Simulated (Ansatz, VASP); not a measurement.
**CdF2: VASP beside Ansatz**

```xyz
3
Lattice="0.0000 2.7406 2.7406 2.7406 0.0000 2.7406 2.7406 2.7406 0.0000" Properties=species:S:1:pos:R:3 pbc="T T T"
Cd    0.0000    0.0000    0.0000
F     1.3703    1.3703    1.3703
F     4.1109    4.1109    4.1109
```

Alike in both runs: functional PBE; k mesh 8 × 8 × 8; occupations gaussian, width 0.02 eV; no spin polarisation.

Ansatz relaxed the structure, and its values are those at the end. VASP's run is a single point on that final structure, the one shown.

|  | VASP | Ansatz |
| --- | --- | --- |
| version | VASP 6.6.1 | Ansatz 0.2.0 |
| potentials or method | VASP PAW PBE potentials, release 64 (Cd, F) | scalar-relativistic, plane waves, PAW |
| plane-wave cutoff (eV) | 520 | 420 |
| valence electrons in the cell | 26 | 34 |

|  | VASP | Ansatz | Ansatz less VASP |
| --- | --- | --- | --- |
| gap on the k mesh at the Fermi level (eV) | 2.89 | 2.92 | +0.030 |
| least direct gap on the mesh (eV) | 3.44 | 3.47 | +0.030 |
| pressure (GPa) | 0.5 | 0.0 | -0.49 |

The functional is the same, so the differences come from potentials, cutoffs and numerics. The two sets of potentials don't hold the same shells in valence.

A k mesh can miss the band edges.
